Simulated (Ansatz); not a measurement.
One crystal and one scan (energy over volume and axial ratio) at two levels, PBE (plane waves to 420 eV, PAW, scalar-relativistic; Ansatz, a program for electronic structure) and r2SCAN (plane waves to 500 eV, PAW, scalar-relativistic; Ansatz), each from its own relaxed cell and on its own mesh. The cell shown is that of PBE.

GeO$_{2}$ (rutile)

```
CELL_PARAMETERS angstrom
      4.48750     0.00000     0.00000
      0.00000     4.48750     0.00000
      0.00000     0.00000     2.90497
ATOMIC_POSITIONS crystal
  Ge 0.00000 0.00000 0.00000
  Ge 0.50000 0.50000 0.50000
  O  0.30714 0.30714 0.00000
  O  0.80714 0.19286 0.50000
  O  0.19286 0.80714 0.50000
  O  0.69286 0.69286 0.00000
```

Two coordinates are scanned: the volume, and the ratio of the stretch along z (the conventional c axis) to the stretch across it. Atoms keep their fractional coordinates.

Energies are smeared free energies. GeO2 was relaxed with its symmetry unable to fall. As the atoms are clamped, bonds stretch with the cell, which overstates energies and stresses. Percentages come from the unrounded values.

```csv
quantity,PBE,r2SCAN,PBE − r2SCAN
Lattice constant a (Å),4.488,4.411,+0.077 (+1.7 %)
Lattice constant c (Å),2.905,2.870,+0.035 (+1.2 %)
Relaxed volume (Å³/atom),9.75,9.31,+0.44 (+4.8 %)
"Band gap of the relaxed cell, no spin-orbit coupling (eV)",1.23,2.51,-1.28 (-51 %)
"Modulus against c/a change at fixed volume, (3/4V)·∂²E/∂(ln c/a)² (fit, atoms clamped) (GPa)",137,164,-27 (-17 %)
```

PBE gives the higher value for: lattice constant a; lattice constant c; relaxed volume. PBE gives the lower value for: band gap of the relaxed cell, no spin-orbit coupling; modulus against c/a change at fixed volume.

(Under strain, the slope of the energy per volume gives the stress and its curvature an elastic modulus.)
